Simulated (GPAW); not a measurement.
Runs of GPAW 26.7.0 on Ca. It takes space group Im-3m (No. 229, cubic). The conventional cell has a = 4.480 Å, b = 4.480 Å, c = 4.480 Å, α = 90.00°, β = 90.00°, γ = 90.00°. Ca (site symmetry m-3m) is surrounded by 8 Ca at 3.88 Å. This isn't the form of Ca at room conditions, which is fcc.

| task | level | potentials or basis | cell | smearing | maxiter | fermi k mesh | eigensolver | optimizer | fmax | other keys | gap on the mesh (eV) | pressure (GPa) | relaxed volume (Å³/atom) |
| --- | --- | --- | --- | --- | --- | --- | --- | --- | --- | --- | --- | --- | --- |
| Fermi surface | WC | PAW data sets generated in the run's folder for this functional, pw | as given | marzari-vanderbilt 0.025 eV | 75 | 12 × 12 × 12 | - | - | - | several, not listed | none | (a) | - |
| Fermi surface | revPBE | the program's PAW data sets (release 1.2.1) made for this functional, pw | as given | fermi-dirac 0.05 eV | 150 | 12 × 12 × 12 | - | - | - | - | none | -0.3 | - |
| relaxation of cell and atoms | BLYP | PAW data sets generated in the run's folder for this functional, pw | relaxed | fermi-dirac 0.05 eV | 150 | - | davidson | BFGS | 0.02 eV/Å | - | none | 0.0 | 42.27 |
| relaxation of cell and atoms | PBEsol | PAW data sets generated in the run's folder for this functional, pw | relaxed to 10 GPa | fermi-dirac 0.05 eV | 150 | - | - | BFGS | 0.02 eV/Å | - | none | 9.9 | - |
| relaxation of cell and atoms | PBEsol | PAW data sets generated in the run's folder for this functional, pw | relaxed to 30 GPa | fermi-dirac 0.05 eV | 150 | - | - | BFGS | 0.02 eV/Å | - | none | 30.0 | - |
| relaxation of cell and atoms | PBEsol | PAW data sets generated in the run's folder for this functional, pw | relaxed to 5 GPa | fermi-dirac 0.05 eV | 150 | - | - | BFGS | 0.02 eV/Å | - | none | 4.9 | - |
| relaxation of cell and atoms | BLYP+D3(BJ) | PAW data sets generated in the run's folder for this functional, pw | relaxed | fermi-dirac 0.05 eV | 150 | - | davidson | BFGS | 0.02 eV/Å | - | none | -0.1 | 37.18 |
| relaxation of cell and atoms | PBEsol | PAW data sets generated in the run's folder for this functional, pw | relaxed to 20 GPa | fermi-dirac 0.05 eV | 150 | - | - | BFGS | 0.02 eV/Å | - | none | 19.9 | - |

Alike in all rows: no spin polarisation; k mesh 8 × 8 × 8; cutoff (eV) 600.

Task: Estimate the missing entries.

Result: (a) -1.5.

Caveats: later steps reuse the first step's grids (some runs); the volume moved by over 15 % at a fixed basis, so the end points are rough (some runs); the cell was measured hot, at 740 K (some runs); this smearing can pin the Fermi level at a band edge (some runs); pairwise dispersion overbinds metals, which lowers pressure and volume (some runs).

A gap of «none» marks a metal or a gap under the smearing width.

Runs at the PBE level aren't shown here.
